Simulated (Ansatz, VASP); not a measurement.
## Two plane-wave programs on Fe

Contents of POSCAR:

```
Fe
1.0
   -1.4345540696      1.4345540696      1.4345540696
    1.4345540696     -1.4345540696      1.4345540696
    1.4345540696      1.4345540696     -1.4345540696
Fe
1
Direct
    0.0000000000      0.0000000000      0.0000000000
```

Contents of INCAR.step1:

```
  PREC = Accurate
  ENCUT = 520
  ISMEAR = -1
  SIGMA = 0.05
  LREAL = False
  LASPH = True
  NELM = 150
  ISPIN = 2
  MAGMOM = 2.804
  LMAXMIX = 4
  NBANDS = 14
  GGA = PE
  ALGO = Normal
  EDIFF = 1E-4
  LWAVE = True
  LCHARG = False
```

File INCAR.step2:

```
  PREC = Accurate
  ENCUT = 520
  EDIFF = 1E-7
  ISMEAR = -1
  SIGMA = 0.05
  LREAL = False
  LASPH = True
  NELM = 150
  ALGO = Normal
  ISIF = 2
  LWAVE = False
  LCHARG = True
  ISPIN = 2
  MAGMOM = 2.804
  LORBIT = 11
  LMAXMIX = 4
  METAGGA = R2SCAN
  LMIXTAU = True
  LELF = True
  LVHAR = True
  NBANDS = 14
  ISTART = 1
```

File KPOINTS:

```
Automatic mesh
0
Gamma
  9 9 9
```

Input for Ansatz:

```yaml
crystal:
  lattice:
    - [-1.4345540696, 1.4345540696, 1.4345540696]
    - [1.4345540696, -1.4345540696, 1.4345540696]
    - [1.4345540696, 1.4345540696, -1.4345540696]
  atoms:
    - { symbol: Fe, position: [0.0, 0.0, 0.0], spin: 2.804 }
hamiltonian:
  xc: r2scan
  pseudopotentials:
    kind: paw
    azcp:
      Fe: "pseudopotentials/Fe.paw.azcp"
basis:
  ecutwfc: 500
  fft_grid_basis: typed
kpoints:
  mp_grid: { grid: [9, 9, 9], shift: [0, 0, 0] }
magnetization:
  spin_polarized: true
scf:
  occupations: { method: fermi_dirac, width: 0.05 }
  lower_state_search: "off"
output:
  stress: true
```

Alike in both runs: task single point; functional r2SCAN; k mesh 9 × 9 × 9; occupations fermi-dirac, width 0.05 eV; collinear spin.

```csv
,VASP,Ansatz
version,VASP 6.6.1,Ansatz 0.2.0
potentials or method,"VASP PAW PBE potentials, release 64 (Fe)","plane waves (500 eV) with PAW, scalar-relativistic"
plane-wave cutoff (eV),520,500
valence electrons in the cell,8,16
```

```csv
,VASP,Ansatz,Ansatz less VASP
pressure (GPa),-3.3,-2.9,+0.36
net moment per atom (μB),2.57,2.58,+0.008
size of the moment on the site where the two differ most (μB),2.64,2.74,+0.095
```

Site moments also hang on the region over which each program counts them. The functional is the same, so the differences come from potentials, cutoffs and numerics. The two sets of potentials don't hold the same shells in valence. Ansatz warned: «stability_check_not_made».

Caveats: the PAW data sets were made with another functional, which shifts forces and pressure a little (VASP).
